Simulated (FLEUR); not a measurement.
Crystal: ZrB2.

```
Zr B
1.0
     3.17000    0.00000    0.00000
    -1.58500    2.74530    0.00000
     0.00000    0.00000    3.53300
Zr B
1 2
Direct
  0.00000 0.00000 0.00000
  0.66667 0.33333 0.50000
  0.33333 0.66667 0.50000
```

- Program: FLEUR MaX-R8.1 (later development tree)
- Task: single point
- Functional: PBEsol
- Potentials or basis: all-electron
- Basis: FLAPW
- Kmax: 4.65 1/bohr
- k mesh: 10 × 10 × 8
- Occupations: fermi-dirac, width 0.05 eV
- Spin: no spin polarisation
- Gmax: 14.4 1/bohr
- Muffin-tin radii: Zr 2.66, B 1.55 bohr
- lmax: Zr 10, B 8
- lnonsphr: Zr 10, B 8
- Local orbitals a species: Zr 5, B 3
- Max iterations: 60
- Mixing factor: 0.05
- Mixer: Anderson
- Mixer history: 15

On this cell: largest force under 0.003 eV/Å; band gap on the k mesh none (metal or under the smearing width).

The same run follows on a disturbed copy (atoms moved at random, drawn with an rms of 0.05 Å):

```xyz
3
Lattice="3.1700 0.0000 0.0000 -1.5850 2.7453 0.0000 0.0000 0.0000 3.5330" Properties=species:S:1:pos:R:3 pbc="T T T"
Zr   -0.0317    0.0579   -0.0309
B     1.5522    0.9061    1.7516
B     0.0305    1.8258    1.8164
```

**Question.** What does the disturbed cell give?

**Answer.** The energy (extrapolated to zero smearing) moves by +28.3 meV/atom; largest force 1.243 eV/Å; band gap on the k mesh none (metal or under the smearing width).

Forces on the atoms (eV/Å):
```
Zr   0.374 -0.833  0.676
B    0.536  0.396  0.048
B   -0.910  0.437 -0.725
```
